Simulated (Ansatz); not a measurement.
A run of Ansatz 0.2.0 is set up as follows.

The input input.yaml:

```yaml
crystal:
  lattice:
    - [3.81369522, 0.0, 0.0]
    - [0.0, 3.81369522, 0.0]
    - [0.0, 0.0, 4.8869133]
  atoms:
    - { symbol: Sn, position: [0.5, 0.0, 0.76462614] }
    - { symbol: Sn, position: [0.0, 0.5, 0.23537386] }
    - { symbol: O, position: [0.0, 0.0, 0.0] }
    - { symbol: O, position: [0.5, 0.5, 0.0] }
hamiltonian:
  xc: pbe
  pseudopotentials: { kind: paw }
kpoints:
  mp_grid: { grid: [7, 7, 6] }
scf:
  occupations: { method: gaussian, width: 0.025 }
output:
  forces: true
  stress: true
  eigenvalues: true
  write_density: true
  write_potential: true
  elf: true
  volumetric_format: npy
```

Potentials or basis: Ansatz PAW.

Run with:

```bash
$ ansatz run input.yaml --threads 2 --pin off --max-ram 5632MiB --backend cpu --events-out ev --progress --plain --runs-dir out
```

Task: Predict the pressure.

Result: 3.6 GPa.

Task: Predict the largest force.

Result: 0.370 eV/Å.

Task: Predict the band gap on the k mesh.

Result: 0.37 eV, indirect (least direct gap 2.07 eV).

Forces in eV/Å, atoms in the order of the input:
```
Sn   0.000  0.000 -0.370
Sn   0.000  0.000  0.370
O    0.000  0.000  0.000
O    0.000  0.000  0.000
```

Caveat: odd divisions of the mesh miss points on the zone boundary, where band edges often lie, so the gap on the mesh can be too wide; the pressure holds a Pulay correction of +0.5 GPa for the finite cutoff; spin-orbit coupling is left out, which moves the levels of the heavy elements. As with any semilocal functional, this PBE gap is likely too small.
